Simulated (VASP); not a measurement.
A run of VASP 6.6.1 is set up as follows.

File POSCAR:

```
SrO
1.0
    0.0000000000      2.5806600000      2.5806600000
    2.5806600000      0.0000000000      2.5806600000
    2.5806600000      2.5806600000      0.0000000000
Sr O
1 1
Direct
    0.0000000000      0.0000000000      0.0000000000
    0.5000000000      0.5000000000      0.5000000000
```

The input INCAR.step1:

```
PREC = Accurate
ENCUT = 700
EDIFF = 1E-8
ISMEAR = 0
SIGMA = 0.02
LREAL = False
LASPH = True
NELM = 100
ALGO = Normal
ISIF = 3
LWAVE = False
LCHARG = False
METAGGA = R2SCAN
LMIXTAU = True
IBRION = 2
NSW = 40
EDIFFG = -0.002
```

Contents of INCAR.step2:

```
PREC = Accurate
ENCUT = 700
EDIFF = 1E-8
ISMEAR = 0
SIGMA = 0.02
LREAL = False
LASPH = True
NELM = 100
ALGO = Normal
ISIF = 3
LWAVE = False
LCHARG = False
METAGGA = R2SCAN
LMIXTAU = True
IBRION = 6
NFREE = 2
POTIM = 0.015
NSW = 1
```

KPOINTS

```
regular mesh
0
Gamma
  10 10 10
```

Potentials or basis: VASP PAW PBE potentials, release 64 (Sr_sv, O).

The run is started by

```bash
$ cat potpaw_PBE.64/Sr_sv/POTCAR potpaw_PBE.64/O/POTCAR > POTCAR
$ cp INCAR.step1 INCAR
$ mpirun -np 1 vasp_std > vasp.out
$ cp CONTCAR POSCAR
$ cp INCAR.step2 INCAR
$ mpirun -np 1 vasp_std > vasp.out
```

Q: Predict the elastic constants C11, C12, C44.

A: 187, 48, 56 GPa.

Q: Predict the Voigt bulk modulus.

A: 95 GPa.

Q: Predict the space group after relaxing (to 0.05 Å).

A: Fm-3m (No. 225).

Q: Predict the relaxed volume.

A: 17.25 Å³/atom.

Q: What does it give for the relaxed cell?

A: a = 3.654 Å, b = 3.654 Å, c = 3.654 Å, α = 60.00°, β = 60.00°, γ = 60.00°.

Elastic tensor in Voigt notation (GPa, in the Cartesian axes of the cell as first typed):
```
187  48  48   0   0   0
 48 187  48   0   0   0
 48  48 187   0   0   0
  0   0   0  56   0   0
  0   0   0   0  56   0
  0   0   0   0   0  56
```

Caveat: the PAW data sets were made with another functional, which shifts forces and pressure a little.
